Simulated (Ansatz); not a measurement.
# CdSe: optics and band edges, part 2 of 2

What do the bands imply for light and for carriers? Levels are solved on a fine mesh after the ground state. Runs: cell and atoms relaxed (PAW); reference run (PAW); unstrained (PAW); all lengths changed by -0.5 % (PAW); all lengths changed by +0.5 % (PAW); z strained by -0.5 %, x and y held (PAW); z strained by +0.5 %, x and y held (PAW); equal xy, yz and zx engineering shears of -0.5 % (PAW); equal xy, yz and zx engineering shears of +0.5 % (PAW); atom 1 moved by (0.010, 0.010, 0.010) Å (PAW); atom 1 moved by (-0.010, -0.010, -0.010) Å (PAW).

Ansatz 0.2.0; DFT PBEsol.

## (4) Reference run, band extrema, PAW

input.yaml

```yaml
crystal:
  lattice:
    - [0.0, 3.04134707518, 3.04134707518]
    - [3.04134707518, 0.0, 3.04134707518]
    - [3.04134707518, 3.04134707518, 0.0]
  atoms:
    - { symbol: Cd, position: [0.0, 0.0, 0.0] }
    - { symbol: Se, position: [0.75, 0.75, 0.75] }
kpoints:
  mp_grid: { grid: [6, 6, 6] }
scf:
  occupations: { method: fixed }
hamiltonian:
  xc: pbesol
  pseudopotentials: { kind: paw }
output:
  eigenstates:
    kpoints:
      - [0.0, 0.0, 0.0]
      - [0.0, 0.002420227, 0.002420227]
      - [0.0, 0.004840454, 0.004840454]
      - [0.0, 0.009680908, 0.009680908]
      - [0.002420227, 0.0, 0.002420227]
      - [0.004840454, 0.0, 0.004840454]
      - [0.009680908, 0.0, 0.009680908]
      - [0.002420227, 0.002420227, 0.0]
      - [0.004840454, 0.004840454, 0.0]
      - [0.009680908, 0.009680908, 0.0]
      - [0.001711359, 0.001711359, 0.003422718]
      - [0.003422718, 0.003422718, 0.006845436]
      - [0.006845436, 0.006845436, 0.013690872]
      - [0.002794638, 0.002794638, 0.002794638]
      - [0.005589275, 0.005589275, 0.005589275]
      - [0.01117855, 0.01117855, 0.01117855]
      - [-0.000988054, -0.000988054, 0.001976107]
      - [-0.001976107, -0.001976107, 0.003952214]
      - [-0.003952214, -0.003952214, 0.007904429]
      - [0.0, 0.0, 0.0]
      - [0.0, 0.002420227, 0.002420227]
      - [0.0, 0.004840454, 0.004840454]
      - [0.0, 0.009680908, 0.009680908]
      - [0.002420227, 0.0, 0.002420227]
      - [0.004840454, 0.0, 0.004840454]
      - [0.009680908, 0.0, 0.009680908]
      - [0.002420227, 0.002420227, 0.0]
      - [0.004840454, 0.004840454, 0.0]
      - [0.009680908, 0.009680908, 0.0]
      - [0.001711359, 0.001711359, 0.003422718]
      - [0.003422718, 0.003422718, 0.006845436]
      - [0.006845436, 0.006845436, 0.013690872]
      - [0.002794638, 0.002794638, 0.002794638]
      - [0.005589275, 0.005589275, 0.005589275]
      - [0.01117855, 0.01117855, 0.01117855]
      - [-0.000988054, -0.000988054, 0.001976107]
      - [-0.001976107, -0.001976107, 0.003952214]
      - [-0.003952214, -0.003952214, 0.007904429]
    de_dk: true
    e_range: [-3, 3.478064208127]
checkpoint:
  read: ck
  post_process_only: true
```

Command:

```bash
$ ansatz run input.yaml --threads 1 --pin off --max-ram 3072MiB --backend cpu --events-out ev --progress --plain --runs-dir out
```

The log of the run, cut to the lines that bear on the results:

```text
basis.xc_grid: this run sums the functional at the earlier run's level, 2; the deck as this run reads it gives 1
[...]
Pseudopotentials: kind: paw
Pseudopotential: Cd, paw, valence charge 20, recommended cutoff 420 eV (normal), Cd.paw.azcp
Pseudopotential: Se, paw, valence charge 16, recommended cutoff 420 eV (normal), Se.paw.azcp
Functional definition: PBEsol
[...]
Crystal: 2 atoms, lattice volume = 56.264 Å³
[...]
NSCF: frozen V_eff on 38 k-points
post-processed at a frozen density (a non-self-consistent diagonalisation pass)
Frozen density: held to its close (this run's Kohn–Sham map moves it by 0.994 times the closing residual that it is held to, a close tighter than 2.5e-8 e/Å³ being held as that figure; up to 4 times is held)
Free energy (F): -13609.404649 eV
[...]
E sigma→0 (E₀):  -13609.404649 eV
Fermi energy:    7.344945 eV
[...]
--- Band table (eV; the first three rows and the last of 16) ---
[... band rows left out ...]
[...]
```

Run time: 4.7 s. Hardware: 1 thread of Arm Neoverse V1, shared host; peak memory 0.27 GiB.

Band extrema and masses (electron masses, negative for holes; branches count from the edge):

```tsv
side	k	valleys	level (eV)	direction	branch	mass
conduction	Γ	1	0.478	100	1	0.048
conduction	Γ	1	0.478	010	1	0.048
conduction	Γ	1	0.478	001	1	0.048
conduction	Γ	1	0.478	110	1	0.048
conduction	Γ	1	0.478	111	1	0.048
valence	Γ	1	0.000	100	1	-0.661
valence	Γ	1	0.000	100	2	-0.661
valence	Γ	1	0.000	100	3	-0.049
valence	Γ	1	0.000	010	1	-0.661
valence	Γ	1	0.000	010	2	-0.661
valence	Γ	1	0.000	010	3	-0.049
valence	Γ	1	0.000	001	1	-0.661
valence	Γ	1	0.000	001	2	-0.661
valence	Γ	1	0.000	001	3	-0.049
valence	Γ	1	0.000	110	1	-3.040
valence	Γ	1	0.000	110	2	-0.661
valence	Γ	1	0.000	110	3	-0.047
valence	Γ	1	0.000	111	1	-1.382
valence	Γ	1	0.000	111	2	-1.382
valence	Γ	1	0.000	111	3	-0.046
```

## (5) Unstrained, PAW

input.yaml

```yaml
crystal:
  lattice:
    - [0.0, 3.04134707518, 3.04134707518]
    - [3.04134707518, 0.0, 3.04134707518]
    - [3.04134707518, 3.04134707518, 0.0]
  atoms:
    - { symbol: Cd, position: [0.0, 0.0, 0.0] }
    - { symbol: Se, position: [0.75, 0.75, 0.75] }
kpoints:
  mp_grid: { grid: [6, 6, 6] }
scf:
  occupations: { method: fixed }
  convergence: { dr2_threshold: 1.0e-10 }
hamiltonian:
  xc: pbesol
  pseudopotentials: { kind: paw }
output:
  forces: true
  stress: true
  eigenstates:
    kpoints:
      - [0.0, 0.0, 0.0]
      - [0.5, 0.5, 0.0]
      - [0.5, 0.0, 0.5]
      - [0.0, 0.5, 0.5]
      - [0.0, 0.5, 0.0]
      - [0.5, 0.0, 0.0]
      - [0.0, 0.0, 0.5]
      - [0.5, 0.5, 0.5]
  eigenvalues: true
```

Command:

```bash
$ ansatz run input.yaml --threads 1 --pin off --max-ram 3072MiB --backend cpu --events-out ev --progress --plain --runs-dir out
```

The log of the run, cut to the lines that bear on the results:

```text
[...]
[... 4 set-up lines as earlier in the session ...]
[...]
Crystal: 2 atoms, lattice volume = 56.264 Å³
Basis set: ecut = 420 eV, 1067 PW (Γ), exchange–correlation on 60×60×60 points (8 copies of the dense FFT grid, shifted against one another)
[...]
Fermi energy:    7.344945 eV
[...]
--- Forces (eV/Å), atoms counted from 1 ---
  atom   1  Cd    -0.00000000     0.00000000     0.00000000
  atom   2  Se     0.00000000    -0.00000000    -0.00000000
[...]
--- Stress (GPa, compression-positive) ---
       -0.011965       0.000000      -0.000000
        0.000000      -0.011965       0.000000
       -0.000000       0.000000      -0.011965
  P = ⅓ Tr σ = -0.0120 GPa (-0.120 kbar)
--- Band table (eV; the first three rows and the last of 16) ---
[... band rows left out ...]
[...]
```

It took 3.2 s on 1 thread of Arm Neoverse V1, shared host; peak memory 0.3 GiB.

Gap on the 6×6×6 mesh: 0.4781 eV.

## (6) All lengths changed by -0.5 %, PAW

input.yaml: that of step 5 with these lines changed.

```diff
@@ -2,5 +2,5 @@
   lattice:
-    - [0.0, 3.04134707518, 3.04134707518]
-    - [3.04134707518, 0.0, 3.04134707518]
-    - [3.04134707518, 3.04134707518, 0.0]
+    - [0.0, 3.0261403398, 3.0261403398]
+    - [3.0261403398, 0.0, 3.0261403398]
+    - [3.0261403398, 3.0261403398, 0.0]
   atoms:
```

Command:

```bash
$ ansatz run input.yaml --threads 1 --pin off --max-ram 3072MiB --backend cpu --events-out ev --progress --plain --runs-dir out
```

The log of the run, cut to the lines that bear on the results:

```text
[...]
[... 4 set-up lines as earlier in the session ...]
[...]
Crystal: 2 atoms, lattice volume = 55.424 Å³
Basis set: ecut = 420 eV, 1067 PW (Γ), exchange–correlation on 60×60×60 points (8 copies of the dense FFT grid, shifted against one another)
[...]
Fermi energy:    7.564199 eV
[...]
--- Forces (eV/Å), atoms counted from 1 ---
  atom   1  Cd    -0.00000000     0.00000000    -0.00000000
  atom   2  Se     0.00000000    -0.00000000    -0.00000000
[...]
--- Stress (GPa, compression-positive) ---
        0.798664      -0.000000       0.000000
       -0.000000       0.798664       0.000000
        0.000000       0.000000       0.798664
  P = ⅓ Tr σ = 0.7987 GPa (7.987 kbar)
--- Band table (eV; the first three rows and the last of 16) ---
[... band rows left out ...]
[...]
```

Run time: 3.3 s. Hardware: 1 thread of Arm Neoverse V1, shared host; peak memory 0.3 GiB.

Gap on the 6×6×6 mesh: 0.5071 eV.

## (7) All lengths changed by +0.5 %, PAW

input.yaml: that of step 6 with these lines changed.

```diff
@@ -2,5 +2,5 @@
   lattice:
-    - [0.0, 3.0261403398, 3.0261403398]
-    - [3.0261403398, 0.0, 3.0261403398]
-    - [3.0261403398, 3.0261403398, 0.0]
+    - [0.0, 3.05655381055, 3.05655381055]
+    - [3.05655381055, 0.0, 3.05655381055]
+    - [3.05655381055, 3.05655381055, 0.0]
   atoms:
```

Command:

```bash
$ ansatz run input.yaml --threads 1 --pin off --max-ram 3072MiB --backend cpu --events-out ev --progress --plain --runs-dir out
```

The log of the run, cut to the lines that bear on the results:

```text
[...]
[... 4 set-up lines as earlier in the session ...]
[...]
Crystal: 2 atoms, lattice volume = 57.112 Å³
Basis set: ecut = 420 eV, 1139 PW (Γ), exchange–correlation on 60×60×60 points (8 copies of the dense FFT grid, shifted against one another)
[...]
Fermi energy:    7.130733 eV
[...]
--- Forces (eV/Å), atoms counted from 1 ---
  atom   1  Cd    -0.00000000     0.00000000    -0.00000000
  atom   2  Se     0.00000000    -0.00000000     0.00000000
[...]
--- Stress (GPa, compression-positive) ---
       -0.763846       0.000000       0.000000
        0.000000      -0.763846       0.000000
       -0.000000       0.000000      -0.763846
  P = ⅓ Tr σ = -0.7638 GPa (-7.638 kbar)
--- Band table (eV; the first three rows and the last of 16) ---
[... band rows left out ...]
[...]
```

Wall time 3.3 s (1 thread of Arm Neoverse V1, shared host); peak memory 0.3 GiB.

Gap on the 6×6×6 mesh: 0.4491 eV.

## (8) Z strained by -0.5 %, x and y held, PAW

input.yaml: that of step 7 with these lines changed.

```diff
@@ -2,5 +2,5 @@
   lattice:
-    - [0.0, 3.05655381055, 3.05655381055]
-    - [3.05655381055, 0.0, 3.05655381055]
-    - [3.05655381055, 3.05655381055, 0.0]
+    - [0.0, 3.04134707518, 3.0261403398]
+    - [3.04134707518, 0.0, 3.0261403398]
+    - [3.04134707518, 3.04134707518, 0.0]
   atoms:
```

Command:

```bash
$ ansatz run input.yaml --threads 1 --pin off --max-ram 3072MiB --backend cpu --events-out ev --progress --plain --runs-dir out
```

The log of the run, cut to the lines that bear on the results:

```text
[...]
[... 4 set-up lines as earlier in the session ...]
[...]
Crystal: 2 atoms, lattice volume = 55.982 Å³
Basis set: ecut = 420 eV, 1067 PW (Γ), exchange–correlation on 60×60×60 points (8 copies of the dense FFT grid, shifted against one another)
[...]
Fermi energy:    7.428148 eV
[...]
--- Forces (eV/Å), atoms counted from 1 ---
  atom   1  Cd    -0.00000000     0.00000000     0.00000000
  atom   2  Se     0.00000000    -0.00000000    -0.00000000
[...]
--- Stress (GPa, compression-positive) ---
        0.222447       0.000000       0.000000
        0.000000       0.222447       0.000000
        0.000000       0.000000       0.309044
  P = ⅓ Tr σ = 0.2513 GPa (2.513 kbar)
--- Band table (eV; the first three rows and the last of 30) ---
[... band rows left out ...]
[...]
```

It took 5.4 s on 1 thread of Arm Neoverse V1, shared host; peak memory 0.33 GiB.

Gap on the 6×6×6 mesh: 0.4771 eV.

## (9) Z strained by +0.5 %, x and y held, PAW

input.yaml: that of step 8 with these lines changed.

```diff
@@ -2,4 +2,4 @@
   lattice:
-    - [0.0, 3.04134707518, 3.0261403398]
-    - [3.04134707518, 0.0, 3.0261403398]
+    - [0.0, 3.04134707518, 3.05655381055]
+    - [3.04134707518, 0.0, 3.05655381055]
     - [3.04134707518, 3.04134707518, 0.0]
```

Command:

```bash
$ ansatz run input.yaml --threads 1 --pin off --max-ram 3072MiB --backend cpu --events-out ev --progress --plain --runs-dir out
```

The log of the run, cut to the lines that bear on the results:

```text
[...]
[... 4 set-up lines as earlier in the session ...]
[...]
Crystal: 2 atoms, lattice volume = 56.545 Å³
Basis set: ecut = 420 eV, 1075 PW (Γ), exchange–correlation on 60×60×60 points (8 copies of the dense FFT grid, shifted against one another)
[...]
Fermi energy:    7.278399 eV
[...]
--- Forces (eV/Å), atoms counted from 1 ---
  atom   1  Cd    -0.00000000    -0.00000000     0.00000000
  atom   2  Se     0.00000000     0.00000000    -0.00000000
[...]
--- Stress (GPa, compression-positive) ---
       -0.238853      -0.000000       0.000000
        0.000000      -0.238853       0.000000
        0.000000       0.000000      -0.329670
  P = ⅓ Tr σ = -0.2691 GPa (-2.691 kbar)
--- Band table (eV; the first three rows and the last of 30) ---
[... band rows left out ...]
[...]
```

Run time: 5.2 s. Hardware: 1 thread of Arm Neoverse V1, shared host; peak memory 0.33 GiB.

Gap on the 6×6×6 mesh: 0.4630 eV.

## (10) Equal xy, yz and zx engineering shears of -0.5 %, PAW

input.yaml: that of step 9 with these lines changed.

```diff
@@ -2,5 +2,5 @@
   lattice:
-    - [0.0, 3.04134707518, 3.05655381055]
-    - [3.04134707518, 0.0, 3.05655381055]
-    - [3.04134707518, 3.04134707518, 0.0]
+    - [-0.01520673538, 3.03374370749, 3.03374370749]
+    - [3.03374370749, -0.01520673538, 3.03374370749]
+    - [3.03374370749, 3.03374370749, -0.01520673538]
   atoms:
@@ -29,2 +29,4 @@
       - [0.5, 0.5, 0.5]
-  eigenvalues: true
+relax:
+  f_tol: 0.002
+  max_steps: 30
```

Command:

```bash
$ ansatz run input.yaml --threads 1 --pin off --max-ram 3072MiB --backend cpu --events-out ev --progress --plain --runs-dir out
```

The log of the run, cut to the lines that bear on the results:

```text
[...]
[... 4 set-up lines as earlier in the session ...]
[...]
Crystal: 2 atoms, lattice volume = 56.263 Å³
Basis set: ecut = 420 eV, 1067 PW (Γ), exchange–correlation on 60×60×60 points (8 copies of the dense FFT grid, shifted against one another)
[...]
  P = ⅓ Tr σ = -0.0125 GPa (-0.125 kbar)
--- Band table (eV; the first three rows and the last of 32) ---
[... band rows left out ...]
[...]
--- Relaxed structure (2 steps of the walk, 2 accepted, 0 SCFs on fresh bases) ---
  F+E_penalty+E_count = -13609.40435540 eV   max|allowed force component| = 1.693e-3 eV/Å
  atoms:
    - { symbol: Cd, position: [0.0005030991917351404, 0.0005030991917351406, 0.0005030991917351405] }
    - { symbol: Se, position: [0.7494969008082646, 0.7494969008082646, 0.7494969008082646] }
```

Wall time 8.4 s (1 thread of Arm Neoverse V1, shared host); peak memory 0.35 GiB.

Gap on the 6×6×6 mesh: 0.4569 eV.

## (11) Equal xy, yz and zx engineering shears of +0.5 %, PAW

input.yaml: that of step 10 with these lines changed.

```diff
@@ -2,5 +2,5 @@
   lattice:
-    - [-0.01520673538, 3.03374370749, 3.03374370749]
-    - [3.03374370749, -0.01520673538, 3.03374370749]
-    - [3.03374370749, 3.03374370749, -0.01520673538]
+    - [0.01520673538, 3.04895044287, 3.04895044287]
+    - [3.04895044287, 0.01520673538, 3.04895044287]
+    - [3.04895044287, 3.04895044287, 0.01520673538]
   atoms:
```

Command:

```bash
$ ansatz run input.yaml --threads 1 --pin off --max-ram 3072MiB --backend cpu --events-out ev --progress --plain --runs-dir out
```

The log of the run, cut to the lines that bear on the results:

```text
[...]
[... 4 set-up lines as earlier in the session ...]
[...]
Crystal: 2 atoms, lattice volume = 56.263 Å³
Basis set: ecut = 420 eV, 1079 PW (Γ), exchange–correlation on 60×60×60 points (8 copies of the dense FFT grid, shifted against one another)
[...]
  P = ⅓ Tr σ = -0.0126 GPa (-0.126 kbar)
--- Band table (eV; the first three rows and the last of 32) ---
[... band rows left out ...]
[...]
--- Relaxed structure (2 steps of the walk, 2 accepted, 0 SCFs on fresh bases) ---
  F+E_penalty+E_count = -13609.40435523 eV   max|allowed force component| = 1.333e-3 eV/Å
  atoms:
    - { symbol: Cd, position: [-0.0004999260981535357, -0.0004999260981535357, -0.0004999260981535355] }
    - { symbol: Se, position: [0.7504999260981535, 0.7504999260981535, 0.7504999260981535] }
```

Run time: 8.7 s. Hardware: 1 thread of Arm Neoverse V1, shared host; peak memory 0.35 GiB.

Gap on the 6×6×6 mesh: 0.4667 eV.

## (12) Atom 1 moved by (0.010, 0.010, 0.010) Å, PAW

input.yaml

```yaml
crystal:
  lattice:
    - [0.0, 3.04134707518, 3.04134707518]
    - [3.04134707518, 0.0, 3.04134707518]
    - [3.04134707518, 3.04134707518, 0.0]
  atoms:
    - { symbol: Cd, position: [0.001644008354, 0.001644008354, 0.001644008354] }
    - { symbol: Se, position: [0.75, 0.75, 0.75] }
kpoints:
  mp_grid: { grid: [6, 6, 6] }
scf:
  occupations: { method: fixed }
  convergence: { dr2_threshold: 1.0e-10 }
hamiltonian:
  xc: pbesol
  pseudopotentials: { kind: paw }
output:
  forces: true
  stress: true
  eigenstates:
    kpoints:
      - [0.0, 0.0, 0.0]
      - [0.5, 0.5, 0.0]
      - [0.5, 0.0, 0.5]
      - [0.0, 0.5, 0.5]
      - [0.0, 0.5, 0.0]
      - [0.5, 0.0, 0.0]
      - [0.0, 0.0, 0.5]
      - [0.5, 0.5, 0.5]
  eigenvalues: true
```

Command:

```bash
$ ansatz run input.yaml --threads 1 --pin off --max-ram 3072MiB --backend cpu --events-out ev --progress --plain --runs-dir out
```

The log of the run, cut to the lines that bear on the results:

```text
[...]
[... 4 set-up lines as earlier in the session ...]
[...]
Crystal: 2 atoms, lattice volume = 56.264 Å³
Basis set: ecut = 420 eV, 1067 PW (Γ), exchange–correlation on 60×60×60 points (8 copies of the dense FFT grid, shifted against one another)
[...]
Fermi energy:    7.355488 eV
[...]
--- Forces (eV/Å), atoms counted from 1 ---
  atom   1  Cd    -0.04553095    -0.04553095    -0.04553095
  atom   2  Se     0.04553346     0.04553346     0.04553346
[...]
--- Stress (GPa, compression-positive) ---
       -0.006086      -0.167652      -0.167652
       -0.167652      -0.006086      -0.167652
       -0.167652      -0.167652      -0.006086
  P = ⅓ Tr σ = -0.0061 GPa (-0.061 kbar)
--- Band table (eV; the first three rows and the last of 32) ---
[... band rows left out ...]
[...]
```

It took 5.6 s on 1 thread of Arm Neoverse V1, shared host; peak memory 0.33 GiB.

Gap on the 6×6×6 mesh: 0.4679 eV.

## (13) Atom 1 moved by (-0.010, -0.010, -0.010) Å, PAW

input.yaml: that of step 12 with these lines changed.

```diff
@@ -6,3 +6,3 @@
   atoms:
-    - { symbol: Cd, position: [0.001644008354, 0.001644008354, 0.001644008354] }
+    - { symbol: Cd, position: [-0.001644008354, -0.001644008354, -0.001644008354] }
     - { symbol: Se, position: [0.75, 0.75, 0.75] }
```

Command:

```bash
$ ansatz run input.yaml --threads 1 --pin off --max-ram 3072MiB --backend cpu --events-out ev --progress --plain --runs-dir out
```

The log of the run, cut to the lines that bear on the results:

```text
[...]
[... 4 set-up lines as earlier in the session ...]
[...]
Crystal: 2 atoms, lattice volume = 56.264 Å³
Basis set: ecut = 420 eV, 1067 PW (Γ), exchange–correlation on 60×60×60 points (8 copies of the dense FFT grid, shifted against one another)
[...]
Fermi energy:    7.350609 eV
[...]
--- Forces (eV/Å), atoms counted from 1 ---
  atom   1  Cd     0.04899642     0.04899642     0.04899642
  atom   2  Se    -0.04899910    -0.04899910    -0.04899910
[...]
--- Stress (GPa, compression-positive) ---
       -0.005806       0.178034       0.178034
        0.178034      -0.005806       0.178034
        0.178034       0.178034      -0.005806
  P = ⅓ Tr σ = -0.0058 GPa (-0.058 kbar)
--- Band table (eV; the first three rows and the last of 32) ---
[... band rows left out ...]
[...]
```

It took 5.5 s on 1 thread of Arm Neoverse V1, shared host; peak memory 0.33 GiB.

Gap on the 6×6×6 mesh: 0.4728 eV.

## (14) All runs together

| run | mesh | gap (eV) | direct gap (eV) | ε∞ (xx) |
| --- | --- | --- | --- | --- |
| reference run, PAW | 12×12×12 | 0.478 | 0.478 | 8.76 |

Deformation potentials: slopes of each set's centre against the top valence set, and in brackets the rate at which a degenerate set splits.

```tsv
point	side	bands	level (eV)	d/d ln V (eV)	d/d εzz (eV)	d/d shear (eV)	d/d move (eV/Å)
Γ	valence	3	0.00	0.00	0.00 (3.19)	0.00 (6.52)	0.00 (0.98)
Γ	conduction	1	0.48	-1.94	-1.94	-0.01	0.00
X	valence	2	-1.87	3.44	6.24	0.00 (8.51)	0.00 (0.38)
X	conduction	1	3.01	1.90	4.02	0.00	0.00
X	valence	2	-1.87	3.44	2.03 (1.56)	0.00 (8.51)	0.00 (0.38)
X	conduction	1	3.01	1.90	0.83	0.00	0.00
L	valence	2	-0.76	1.44	1.44 (4.43)	-1.31 (6.40)	-0.16 (2.51)
L	conduction	1	2.29	-1.17	-1.17	-2.98	0.51
L	valence	2	-0.76	1.44	1.44 (4.43)	3.92	0.49
L	conduction	1	2.29	-1.17	-1.17	8.94	-1.52
```

## (15) Results

What follows sums up all 2 parts.

| quantity | value |
| --- | --- |
| gap (PAW) | 0.48 eV |
| least direct gap | 0.48 eV |
| ε∞ (xx, yy, zz) | 8.76, 8.76, 8.76 |
| strongest local maximum of Im εxx | 5.2 eV |
| peak of the loss function along x | 15.0 eV |
| volume deformation potential of the gap to Γ | -1.94 eV |

In words: The gap is 0.48 eV, direct. It is a Kohn-Sham gap, and the spectra are not shifted. The spectra hold no excitons and no local fields. The gap to Γ narrows as the cell expands, by 19 meV for each per cent of volume. Cautions: frozen-core PAW files fitted under PBE, their cores solved anew for the functional of the run; no spin-orbit coupling on heavy atoms; semilocal gaps are low, and what follows the gap (onsets, screening, light masses) shifts with it; filled d bands lie too high at this level, so their transitions start too early.
